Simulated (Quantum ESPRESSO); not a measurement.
Here is a Quantum ESPRESSO 7.5 calculation.

The input pw.in:

```
&CONTROL
  calculation = 'scf'
  prefix = 'pwscf'
  outdir = './tmp'
  pseudo_dir = './pseudo'
  tprnfor = .true.
  tstress = .true.
  disk_io = 'nowf'
/
&SYSTEM
  ibrav = 0
  nat = 2
  ntyp = 2
  ecutwfc = 55
  ecutrho = 440
  nbnd = 22
  occupations = 'smearing'
  smearing = 'fd'
  degauss = 0.00367493
  nspin = 2
  starting_magnetization(1) = 0.0556
  starting_magnetization(2) = 0
/
&ELECTRONS
  conv_thr = 4d-10
  electron_maxstep = 120
  mixing_beta = 0.3
/
ATOMIC_SPECIES
Ni    58.6934 ni_pbe_v1.4.uspp.F.UPF
O     15.9990 O.pbe-n-kjpaw_psl.0.1.UPF
CELL_PARAMETERS angstrom
   0.0000000000    2.2406300000    2.2406300000
   2.2406300000    0.0000000000    2.2406300000
   2.2406300000    2.2406300000    0.0000000000
ATOMIC_POSITIONS crystal
Ni     0.0053970000    0.0005760000   -0.0034920000
O      0.7512850000    0.7300490000    0.7561730000
K_POINTS automatic
10 10 10 0 0 0
```

Potentials or basis: SSSP 1.3 efficiency PBE.

Run with:

```bash
$ OMP_NUM_THREADS=1 pw.x -in pw.in > pw.out
```

(1) Estimate the largest force.

(2) Estimate the band gap on the k mesh.

Results:

(1) 0.471 eV/Å.

(2) none (metal or under the smearing width).

Caveat: a cell with one magnetic atom can't hold antiferromagnetic order, which such compounds often take; semilocal functionals often make such compounds metallic where correlation or magnetic order opens a gap, which also shifts bond lengths.
